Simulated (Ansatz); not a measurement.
# Te (C2/m) in Ansatz: reference runs

Aim: a first look at Te with PBEsol, on the cell as given and on a disturbed one.

Program: Ansatz 0.2.0. These are calculated values, not measurements. Logs are shortened: lines on timing, memory, paths and dates and some standing lists are left out, and cuts for length are marked.

## 1. The crystal as given

Symmetry: C2/m, No. 12, monoclinic system. The conventional cell has a = 7.641 Å, b = 4.296 Å, c = 5.977 Å, α = 90.00°, β = 90.90°, γ = 90.00°. Around Te (site symmetry 2/m) lie 6 Te at 3.09 to 3.31 Å. Around Te (site symmetry m) lie 6 Te at 3.03 to 3.47 Å.

This isn't the form of Te at room conditions, which is trigonal, of chains.

## 2. Single point, PBEsol

The input, input.yaml:

```yaml
crystal:
  lattice:
    - [3.8202894285, -2.1482026, 0.0]
    - [3.8202894285, 2.1482026, 0.0]
    - [-0.0942908673, 0.0, 5.9760906531]
  atoms:
    - { symbol: Te, position: [0.0, 0.0, 0.0] }
    - { symbol: Te, position: [0.30944661, 0.30944661, 0.33880949] }
    - { symbol: Te, position: [0.69055339, 0.69055339, 0.66119051] }
hamiltonian:
  xc: pbesol
  pseudopotentials: { kind: paw }
kpoints:
  mp_grid: { grid: [7, 7, 5] }
scf:
  occupations: { method: fermi_dirac, width: 0.05 }
output:
  forces: true
  stress: true
  eigenvalues: true
  write_density: true
  write_potential: true
  elf: true
  volumetric_format: npy
```

Potentials or basis: Ansatz PAW.

The run is started by

```bash
> ansatz run input.yaml --threads 2 --pin off --max-ram 5632MiB --backend cpu --events-out ev --progress --plain --runs-dir out
```

Log:

```text
Warning: RAYON_NUM_THREADS=2 ignored (pool sized by the plan → 2); use --threads N
Engine: ansatz 0.2.0, aarch64-unknown-linux-gnu
Pseudopotentials: kind: paw
Pseudopotential: Te, paw, valence charge 16, recommended cutoff 420 eV (normal), Te.paw.azcp
Functional definition: PBEsol
  exchange = pbesol_x
  correlation = pbesol_c
Crystal: 3 atoms, lattice volume = 98.089 Å³
Basis set: ecut = 420 eV, 1937 PW (Γ), exchange–correlation on 60×60×80 points (8 copies of the dense FFT grid, shifted against one another)
Bands: 29, of which v1, the nominal top of the filled ones, is band 24 counted from 1 (23 counted from 0)
Symmetry: 4 space group operations
Space group: C2/m (ITA 12), of the structure as read, at distance tolerance 4.6e-5 Å
k-points: 72 of 245
Non-local potential: Te, projectors of the file, l = 0: 2, l = 1: 2, l = 2: 2, l = 3: 2
PAW form: soft (Blöchl's): semilocal exchange-correlation on the pseudo side does not see the compensation charge
PAW frozen core: Te, regenerated for the run's functional, and the local potential with it (the file was generated under x = pbe(κ = 0.804, μ = 0.2195149727645171), c = pbe(β = 0.06672455060314922))
PAW one-centre angular grid: Te, 590 points (default); XC on 64 Gauss nodes
Initial density: superposition of atomic densities (neutral atoms: chi_scale 0, normalization atom), corrected by the library's trained network
Initial wavefunctions: pseudopotential atomic-orbital guess
Functional: x = pbesol(κ = 0.804, μ = 0.12345679012345678), c = pbesol(β = 0.046)
SCF iter   1: F=—  HF=-20704.435737 eV  |F-HF|=—  |Δ(HF+E_count)|=         —  Δρ=2.32e-3  dr2=4.95e-3  ethr=1.77e-3  ⟨swp⟩=7.3  Hψ=9499  notcnv=0
preconditioner: auto → LDOS  [metal: Δε(μ)=0.043 eV  Ē_g=8.521 eV  σ=0.050 eV  W_gap=0.21  n_scr=22 (ndim 8)  ℏωp=15.9 eV  f_vac=0.016  D(μ)=0.84/eV (n_scr^D=2)  β→1.0]
SCF iter   2: F=—  HF=-20704.432151 eV  |F-HF|=—  |Δ(HF+E_count)|=   3.59e-3  Δρ=1.23e-3  dr2=2.36e-3  ethr=1.03e-5  ⟨swp⟩=2.1  Hψ=4746  notcnv=0  defer=11
SCF iter   3: F=—  HF=-20704.431286 eV  |F-HF|=—  |Δ(HF+E_count)|=   8.65e-4  Δρ=3.54e-4  dr2=1.41e-4  ethr=4.92e-6  ⟨swp⟩=2.0  Hψ=3839  notcnv=0  defer=11
SCF iter   4: F=—  HF=-20704.431238 eV  |F-HF|=—  |Δ(HF+E_count)|=   4.76e-5  Δρ=4.68e-5  dr2=2.07e-6  ethr=2.93e-7  ⟨swp⟩=2.0  Hψ=3808  notcnv=0  defer=11
SCF iter   5: F=—  HF=-20704.431242 eV  |F-HF|=—  |Δ(HF+E_count)|=   3.92e-6  Δρ=1.92e-5  dr2=7.87e-7  ethr=4.32e-9  ⟨swp⟩=2.0  Hψ=3837  notcnv=0  defer=11
SCF iter   6: F=-20704.431242 eV  HF=-20704.431242 eV  |F-HF|=4.64e-9  |Δ(HF+E_count)|=   1.67e-7  Δρ=4.18e-6  dr2=1.20e-8  ethr=2.08e-10  ⟨swp⟩=9.3  Hψ=16170  notcnv=0
SCF 1 converged in 6 iterations: F = -20704.431242 eV  dr2 = 1.20e-8
SCF converged after 6 iterations
Free energy (F): -20704.431242 eV
Harris-Foulkes:  -20704.431242 eV  (|F-HF|=4.64e-9)
Internal energy: -20704.423910 eV  (E = F + TS)
E sigma→0 (E₀):  -20704.427576 eV
Entropy (-TS):   -0.007332 eV (-2.444 meV/atom)
Fermi energy:    9.256272 eV
--- Per-component energies (eV) ---
  E_band       = -778.105499
  E_kinetic    = 540.519131
  E_local      = -3654.004203  (includes V_loc(G=0)·N_el)
  E_nonlocal   = -924.451957
  E_hartree    = 2354.954914
  E_xc         = -369.538234
  E_vxc        = -311.604328  (∫ρ·V_xc dr)
  E_paw        = -13752.681571  (= ΣΔE_a)
  E_vpaw       = -1138.470740  (= ΣTr[D̂ρ^β])
  E_aug_tail   = -0.000597  (compensation charges beyond the density's cutoff)
  E_ewald      = -4900.345838
  E_core_change = 1.124446  (= ΣΔE_core)
  E_smearing   = -0.007332  (= −TS)
  E_closure    = -0.000000  (closes the sum)
  Σ components = -20704.431242   (vs F -20704.431242, Δ=0.00e0)
--- Forces (eV/Å), atoms counted from 1 ---
  atom   1  Te    -0.00000000     0.00000000    -0.00000000
  atom   2  Te     0.08188456    -0.00000000    -0.03350416
  atom   3  Te    -0.08188456     0.00000000     0.03350416
  max |Σ_I F_I| component: 0.00e0 eV/Å
--- Stress (GPa, compression-positive) ---
       -1.881584       0.000000      -0.015970
        0.000000      -1.682218      -0.000000
       -0.015969      -0.000000      -2.093788
  P = ⅓ Tr σ = -1.8859 GPa (-18.859 kbar)
--- Band table (eV; the first three rows and the last of 72) ---
  k-point 0: bands = ["-28.2094", "-28.1858", "-28.1566", "-28.1301", "-28.1154", "-28.1138", "-28.1028", "-28.0931", "-28.0904", "-28.0601", "-27.9504", "-27.9363", "-27.9003", "-27.7939", "-27.7936", "-4.4649", "-1.2737", "-1.1326", "6.5039", "6.5395", "6.9808", "7.1930", "7.5923", "7.8065", "10.1997", "10.2318", "10.7687", "13.9388", "14.3429"]
  k-point 1: bands = ["-28.2090", "-28.1859", "-28.1565", "-28.1305", "-28.1161", "-28.1112", "-28.1032", "-28.0927", "-28.0902", "-28.0633", "-27.9494", "-27.9363", "-27.9003", "-27.7938", "-27.7936", "-4.3278", "-2.2790", "-0.0926", "6.1631", "6.5392", "6.6607", "7.7141", "7.8193", "7.9526", "9.8734", "9.8935", "10.3511", "13.3872", "14.7270"]
  k-point 2: bands = ["-28.2083", "-28.1860", "-28.1564", "-28.1312", "-28.1167", "-28.1071", "-28.1037", "-28.0919", "-28.0897", "-28.0692", "-27.9479", "-27.9364", "-27.9004", "-27.7937", "-27.7936", "-3.9389", "-3.1596", "0.7265", "5.5646", "6.5398", "6.6222", "7.9801", "8.3208", "8.5697", "9.2654", "9.3041", "9.5812", "13.0270", "14.2310"]
  k-point 71: bands = ["-28.2056", "-28.1842", "-28.1579", "-28.1360", "-28.1129", "-28.1038", "-28.0999", "-28.0920", "-28.0856", "-28.0706", "-27.9560", "-27.9364", "-27.9004", "-27.7938", "-27.7935", "-2.8762", "-1.9307", "-1.4357", "3.4725", "4.5596", "5.2978", "6.9377", "8.1977", "8.4590", "10.3082", "10.4575", "11.5498", "13.3738", "14.7182"]
```

It took 6.7 s on 2 threads of Arm Neoverse V2, shared host; peak memory 0.43 GiB.

What came out:

```
Free energy   : -20704.4312 eV
Pressure      : -1.9 GPa
Largest force : 0.088 eV/Å
```

Forces in eV/Å, atoms in the order of the input:
```
Te   0.000  0.000  0.000
Te   0.082  0.000 -0.034
Te  -0.082  0.000  0.034
```

Stress tensor (GPa, compression positive):
```
-1.88  0.00 -0.02
 0.00 -1.68  0.00
-0.02  0.00 -2.09
```

Caveat: the PAW data sets come from PBE, with cores solved anew for the run's functional, which leaves a small shift of forces and pressure.

## 3. Single point, PBEsol (atoms moved at random, drawn with an rms of 0.05 Å)

The input, input.yaml:

```yaml
crystal:
  lattice:
    - [3.8202894285, -2.1482026, 0.0]
    - [3.8202894285, 2.1482026, 0.0]
    - [-0.0942908673, 0.0, 5.9760906531]
  atoms:
    - { symbol: Te, position: [-0.000901, 0.001921, 0.005234] }
    - { symbol: Te, position: [0.311089, 0.30452, 0.338354] }
    - { symbol: Te, position: [0.69631, 0.68038, 0.662511] }
hamiltonian:
  xc: pbesol
  pseudopotentials: { kind: paw }
kpoints:
  mp_grid: { grid: [7, 7, 5] }
scf:
  occupations: { method: fermi_dirac, width: 0.05 }
output:
  forces: true
  stress: true
  eigenvalues: true
```

Potentials or basis: Ansatz PAW.

The run is started by

```bash
> ansatz run input.yaml --threads 2 --pin off --max-ram 5632MiB --backend cpu --events-out ev --progress --plain --runs-dir out
```

Log:

```text
Warning: RAYON_NUM_THREADS=2 ignored (pool sized by the plan → 2); use --threads N
Engine: ansatz 0.2.0, aarch64-unknown-linux-gnu
Pseudopotentials: kind: paw
Pseudopotential: Te, paw, valence charge 16, recommended cutoff 420 eV (normal), Te.paw.azcp
Functional definition: PBEsol
  exchange = pbesol_x
  correlation = pbesol_c
Crystal: 3 atoms, lattice volume = 98.089 Å³
Basis set: ecut = 420 eV, 1937 PW (Γ), exchange–correlation on 60×60×80 points (8 copies of the dense FFT grid, shifted against one another)
Bands: 29, of which v1, the nominal top of the filled ones, is band 24 counted from 1 (23 counted from 0)
Symmetry: 1 space group operations
Space group: P1 (ITA 1), of the structure as read, at distance tolerance 4.6e-5 Å
k-points: 123 of 245 (time reversal used)
Non-local potential: Te, projectors of the file, l = 0: 2, l = 1: 2, l = 2: 2, l = 3: 2
PAW form: soft (Blöchl's): semilocal exchange-correlation on the pseudo side does not see the compensation charge
PAW frozen core: Te, regenerated for the run's functional, and the local potential with it (the file was generated under x = pbe(κ = 0.804, μ = 0.2195149727645171), c = pbe(β = 0.06672455060314922))
PAW one-centre angular grid: Te, 590 points (default); XC on 64 Gauss nodes
[... 21 lines left out ...]
  E_kinetic    = 540.511847
  E_local      = -3653.699704  (includes V_loc(G=0)·N_el)
  E_nonlocal   = -924.452855
  E_hartree    = 2354.814214
  E_xc         = -369.534221
  E_vxc        = -311.599279  (∫ρ·V_xc dr)
  E_paw        = -13752.682434  (= ΣΔE_a)
  E_vpaw       = -1138.472527  (= ΣTr[D̂ρ^β])
  E_aug_tail   = -0.000592  (compensation charges beyond the density's cutoff)
  E_ewald      = -4900.505098
  E_core_change = 1.124446  (= ΣΔE_core)
  E_smearing   = -0.007360  (= −TS)
  E_closure    = -0.000000  (closes the sum)
  Σ components = -20704.431757   (vs F -20704.431757, Δ=0.00e0)
--- Forces (eV/Å), atoms counted from 1 ---
  atom   1  Te     0.04299197    -0.02479833    -0.02865084
  atom   2  Te     0.05882445     0.04467739     0.01053889
  atom   3  Te    -0.10181927    -0.01987886     0.01811090
  max |Σ_I F_I| component: 2.85e-6 eV/Å
--- Stress (GPa, compression-positive) ---
       -1.871547      -0.014085       0.047654
       -0.014085      -1.711741       0.026655
        0.047655       0.026655      -2.113785
  P = ⅓ Tr σ = -1.8990 GPa (-18.990 kbar)
--- Band table (eV; the first three rows and the last of 123) ---
  k-point 0: bands = ["-28.2190", "-28.2082", "-28.1582", "-28.1414", "-28.1333", "-28.1152", "-28.0988", "-28.0480", "-28.0344", "-28.0165", "-27.9620", "-27.9524", "-27.9160", "-27.8130", "-27.8117", "-4.4622", "-1.2754", "-1.1318", "6.4821", "6.5794", "6.9740", "7.1951", "7.5892", "7.7967", "10.2063", "10.2264", "10.7715", "13.9547", "14.3276"]
  k-point 1: bands = ["-28.2188", "-28.2082", "-28.1581", "-28.1411", "-28.1328", "-28.1151", "-28.0992", "-28.0482", "-28.0344", "-28.0187", "-27.9603", "-27.9524", "-27.9161", "-27.8130", "-27.8116", "-4.3247", "-2.2800", "-0.0930", "6.1618", "6.5583", "6.6540", "7.7156", "7.8187", "7.9429", "9.8675", "9.8982", "10.3539", "13.3881", "14.7170"]
  k-point 2: bands = ["-28.2183", "-28.2083", "-28.1581", "-28.1408", "-28.1318", "-28.1151", "-28.1000", "-28.0486", "-28.0344", "-28.0220", "-27.9579", "-27.9525", "-27.9161", "-27.8129", "-27.8115", "-3.9329", "-3.1634", "0.7259", "5.5648", "6.5632", "6.6066", "7.9904", "8.3113", "8.5669", "9.2430", "9.3238", "9.5809", "13.0268", "14.2228"]
  k-point 122: bands = ["-28.2077", "-28.2050", "-28.1580", "-28.1429", "-28.1380", "-28.1163", "-28.1007", "-28.0475", "-28.0339", "-28.0167", "-27.9642", "-27.9526", "-27.9164", "-27.8133", "-27.8113", "-2.5960", "-2.3643", "-1.2005", "3.9768", "4.4798", "5.6696", "6.2926", "6.6952", "8.6064", "9.6421", "11.6977", "11.9065", "12.5541", "15.9543"]
```

It took 14 s on 2 threads of Arm Neoverse V2, shared host; peak memory 0.5 GiB.

What came out:

```
Free energy            : -20704.4318 eV
Pressure               : -1.9 GPa
Largest force          : 0.105 eV/Å
Band gap on the k mesh : none (metal or under the smearing width)
```

Forces in eV/Å, atoms in the order of the input:
```
Te   0.043 -0.025 -0.029
Te   0.059  0.045  0.011
Te  -0.102 -0.020  0.018
```

Stress tensor (GPa, compression positive):
```
-1.87 -0.01  0.05
-0.01 -1.71  0.03
 0.05  0.03 -2.11
```

Caveat: the PAW data sets come from PBE, with cores solved anew for the run's functional, which leaves a small shift of forces and pressure.
